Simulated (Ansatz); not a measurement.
# Sn (Fd-3m), an elastic constant from a strain scan

The calculation used DFT PBEsol, scalar-relativistic, plane waves, PAW (Ansatz 0.2.0). Settings: plane waves to 420 eV, k-mesh 16×16×16 (Γ-centred), Gaussian smearing 0.15 eV. No spin polarisation. Energies are free energies at this smearing, counted from the undisturbed cell; pressure is positive in compression.

The undisturbed cell (relaxed at this level):

```
Sn
1.0
     0.00000    3.27078    3.27078
     3.27078    0.00000    3.27078
     3.27078    3.27078    0.00000
Sn
2
Direct
  0.50000 0.50000 0.50000
  0.75000 0.75000 0.75000
```

The cell is strained by ε times the Voigt pattern (1, 0, 0, 0, 0, 0) (xx, yy, zz, yz, xz, xy; engineering shear) with fractional coordinates fixed. The cell holds 2 atoms in V0 = 69.98 Å³. The stress column is τ = (1/V0) dE/dε, got from the stress tensor σ (compression positive) at each point as −det(1 + εP) σ : P(1 + εP)⁻¹, with P the pattern as a tensor.

```csv
ε,ΔE (meV/atom),τ (GPa)
-0.0600,25.325,-4.003
-0.0450,13.964,-2.937
-0.0300,6.039,-1.906
-0.0150,1.429,-0.914
0.0000,0.000,0.036
0.0150,1.611,0.941
0.0300,6.116,1.802
0.0450,13.366,2.617
0.0525,17.974,3.008
0.0600,?,?
```

Task: Which combination of elastic constants does this scan measure, and how large is it?

Result: For small ε, τ = τ0 + Kε with K = pᵀCp, which for this pattern is C11 in the cubic axes. The parabola through τ at ε = -0.0150, 0 and 0.0150 has slope K = 62 GPa at zero. The energies per cell, E = NΔE, of the same two points give K = 2[E(ε₊)/ε₊ − E(ε₋)/ε₋]/[(ε₊ − ε₋)V0] = 62 GPa, in agreement.

Task: Predict the withheld row at ε = 0.0600 from the harmonic law, and compare.

Result: ΔE = V0(τ0 ε + Kε²/2)/N = 24.783 meV/atom and τ = 3.75 GPa. The calculation gives 23.211 meV/atom and 3.39 GPa: the energy lies 6 % below the harmonic value, as bonds soften when stretched.

In a metal these slopes depend on the k mesh and the smearing.